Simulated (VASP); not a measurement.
Method: PBEsol GGA, VASP's PBE PAW potentials (set 64) (plane waves; VASP).

The input files of a VASP run:

**POSCAR**
```
CsI(110) slab
1
    4.5169791301     0.0000000000     0.0000000000
    0.0000000000     6.3879731665     0.0000000000
    0.0000000000     0.0000000000    24.4079306362
Cs I
3 3
Direct
  1.0000000000   0.5000000000   0.3707321786
  0.0000000000   0.0000000000   0.5000000000
  0.0000000000   0.5000000000   0.6292678214
  0.5000000000   0.0000000000   0.3687472024
  0.5000000000   0.5000000000   0.5000000000
  0.5000000000   0.0000000000   0.6312527976
```

File KPOINTS:
```
Automatic mesh
0
Gamma
5 3 1
0 0 0
```

### INCAR
```
SYSTEM = CsI(110) slab
PREC = Normal
ENCUT = 400
EDIFF = 1E-6
NELM = 100
ALGO = Normal
LREAL = .FALSE.
LASPH = .TRUE.
ISMEAR = 0
SIGMA = 0.05
GGA = PS
LMAXMIX = 4
LWAVE = .FALSE.
LCHARG = .FALSE.
NELMIN = 4
LDIPOL = .TRUE.
IDIPOL = 3
DIPOL = 0.5 0.5 0.5
LVHAR = .TRUE.
LORBIT = 11
```

POTCAR, in this order: Cs_sv I (PBE.64 set). Program: vasp_std. Read from the step before: WAVECAR.

The run wrote:

**OSZICAR**
```
       N       E                     dE             d eps       ncg     rms          rms(c)
DAV:   1    -0.168524250522E+02   -0.16852E+02   -0.99399E-04   364   0.135E-01    0.408E-02
DAV:   2    -0.168523999788E+02    0.25073E-04   -0.16858E-04   384   0.536E-02    0.132E-02
DAV:   3    -0.168523860381E+02    0.13941E-04   -0.19896E-05   376   0.194E-02    0.109E-02
DAV:   4    -0.168523756290E+02    0.10409E-04   -0.27308E-05   384   0.234E-02    0.489E-03
DAV:   5    -0.168523752946E+02    0.33440E-06   -0.76806E-06   384   0.104E-02
   1 F= -.16852375E+02 E0= -.16852375E+02  d E =-.951006E-15
```

**OUTCAR**
```
------------------------ aborting loop because EDIFF is reached ----------------------------------------
  FORCE on cell =-STRESS in cart. coord.  units (eV):
  Direction    XX          YY          ZZ          XY          YZ          ZX
  --------------------------------------------------------------------------------------
  Total        0.2911668     -2.1208562     -0.2915050     -0.0000000      0.0000000      0.0000000
  in kB        0.6623847     -4.8248041     -0.6631540     -0.0000000      0.0000000      0.0000000
  external PRESSURE =      -1.6085245 kB  Pullay stress =       0.0000000 kB
  volume of cell :      704.27
      direct lattice vectors                 reciprocal lattice vectors
     4.516979130  0.000000000  0.000000000     0.221386898  0.000000000  0.000000000
     0.000000000  6.387973167  0.000000000     0.000000000  0.156544177  0.000000000
     0.000000000  0.000000000 24.407930636     0.000000000  0.000000000  0.040970290
 POSITION                                       TOTAL-FORCE (eV/Angst)
 -----------------------------------------------------------------------------------
      0.00000      3.19399      9.04881        -0.000000      0.000000      0.034228
      0.00000      0.00000     12.20397        -0.000000      0.000000      0.000000
      0.00000      3.19399     15.35913        -0.000000      0.000000     -0.034228
      2.25849      0.00000      9.00036         0.000000      0.000000      0.009727
      2.25849      3.19399     12.20397        -0.000000      0.000000      0.000000
      2.25849      0.00000     15.40757        -0.000000      0.000000     -0.009727
 -----------------------------------------------------------------------------------
    total drift:                               -0.000000      0.000000     -0.000000
  FREE ENERGIE OF THE ION-ELECTRON SYSTEM (eV)
  ---------------------------------------------------
  free  energy   TOTEN  =       -16.8523752946 eV

  energy  without entropy=      -16.8523752946  energy(sigma->0) =      -16.85237529

 total charge

# of ion       s       p       d       tot
------------------------------------------
    1        1.852   4.690   0.028   6.570
    2        1.853   4.687   0.033   6.573
    3        1.852   4.690   0.028   6.570
    4        1.494   2.819   0.002   4.314
    5        1.495   2.825   0.003   4.322
    6        1.494   2.819   0.002   4.314
--------------------------------------------------
tot         10.038  22.528   0.096  32.662
```
(Selected blocks of OUTCAR.)

The cell is a thin slab with vacuum, built from CsI (CsCl type): (110) face.
